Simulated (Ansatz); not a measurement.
BaTiO3:

```
CELL_PARAMETERS angstrom
2.82767 -4.89766 0.00000
5.65534 0.00000 0.00000
2.82767 -1.63255 4.63546
ATOMIC_POSITIONS crystal
Ba 0.91779 0.96775 0.97384
Ba 0.57743 0.65456 0.34893
Ti 0.85544 0.70465 0.78241
Ti 0.22545 0.19420 0.34593
O 0.10784 0.46592 0.94252
O 0.52682 0.06235 0.36076
O 0.62665 0.39895 0.01957
O 0.86137 0.04878 0.56098
O 0.50458 0.98890 0.05292
O 0.81793 0.53523 0.54825
```

Base run:

| Item | Value |
| --- | --- |
| Program | Ansatz 0.2.0 |
| Functional | r2SCAN |
| Potentials or basis | Ansatz PAW |
| Cutoff | 500 eV (not typed: the program's choice for these potentials) |
| k mesh | 6 × 6 × 6 |
| Occupations | fermi-dirac, width 0.05 eV |
| Spin | no spin polarisation |

Its results: band gap on the k mesh 0.49 eV, indirect (least direct gap 0.55 eV); pressure 63.1 GPa; largest force 21.053 eV/Å.

Problem. The run is repeated on the same cell with these changes: functional from r2SCAN to PBEsol; cutoff from 500 eV (not typed: the program's choice for these potentials) to 420 eV (not typed: the program's choice for these potentials); spin from no spin polarisation to spin-orbit coupling, no magnetisation; potential files from those of the base run to others of the same set. What comes out?

Solution. Band gap on the k mesh 0.34 eV, indirect (least direct gap 0.42 eV); pressure 58.1 GPa; largest force 19.636 eV/Å.

Several settings changed at once, so the effect can't be laid on one alone.

Caveats: a pressure of tens of GPa on the cell as given is suspect, and the run, the potentials or the cell itself is likely at fault; the PAW data sets come from PBE, with cores solved anew for the run's functional, which leaves a small shift of forces and pressure; forces of over 1 eV/Å show positions far from the minimum, so gaps and moduli don't describe the material at rest; spin-orbit coupling is left out, which moves the levels of the heavy elements (some runs).
